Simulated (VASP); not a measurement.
A run of VASP 6.6.1:

The input INCAR:

```
SYSTEM = NiO
PREC     = Accurate       ! precision mode
ENCUT    = 520            ! plane-wave cutoff, eV
EDIFF    = 1E-7           ! SCF threshold, eV
ISMEAR   = 0              ! smearing method
SIGMA    = 0.02           ! smearing width, eV
LREAL    = .False.        ! projectors in reciprocal space
LASPH    = .True.         ! aspherical terms in the spheres
NELM     = 100            ! most SCF steps
ALGO     = Normal         ! electronic algorithm
ISIF     = 3              ! what is computed and relaxed
LWAVE    = .False.        ! write WAVECAR
LCHARG   = .False.        ! write CHGCAR
ISPIN    = 2              ! spin polarisation
MAGMOM   = 2 -2 0 0       ! initial moments
LORBIT   = 11             ! projections on sites
LMAXMIX  = 4              ! l up to which the mixer works
GGA      = PE             ! functional
IBRION   = 2              ! ionic algorithm
NSW      = 80             ! ionic steps
EDIFFG   = -0.002         ! ionic threshold
```

The input KPOINTS:

```
regular mesh
0
Gamma
  12 12 12
  0 0 0
```

Contents of POSCAR:

```
NiO
1.0
    0.0000000000      1.6606214600      4.6616119200
   -1.4381403700     -0.8303107300      4.6616119200
    1.4381403700     -0.8303107300      4.6616119200
Ni O
2 2
Direct
    0.5000000000     -0.5000000000      0.5000000000
    1.0000000000      0.0000000000      1.0000000000
    0.2500000000      0.2500000000      0.2500000000
    0.7500000000      0.7500000000      0.7500000000
```

Potentials or basis: VASP PAW PBE potentials, release 64 (Ni, O).

Command:

```bash
$ cat potpaw_PBE.64/Ni/POTCAR potpaw_PBE.64/O/POTCAR > POTCAR
$ mpirun -np 1 vasp_std > vasp.out
```

Hardware: 1 thread of Intel(R) Xeon(R) Platinum 8259CL CPU @ 2.50GHz (Skylake/Cascade Lake), on a shared host.

**Question.** How long does it take, and how much memory?

**Answer.** It took 48 min on 1 thread of Intel(R) Xeon(R) Platinum 8259CL CPU @ 2.50GHz (Skylake/Cascade Lake) (shared host), peak memory 0.44 GiB. Counts: scf iterations 80, k points 189, ion steps 9.
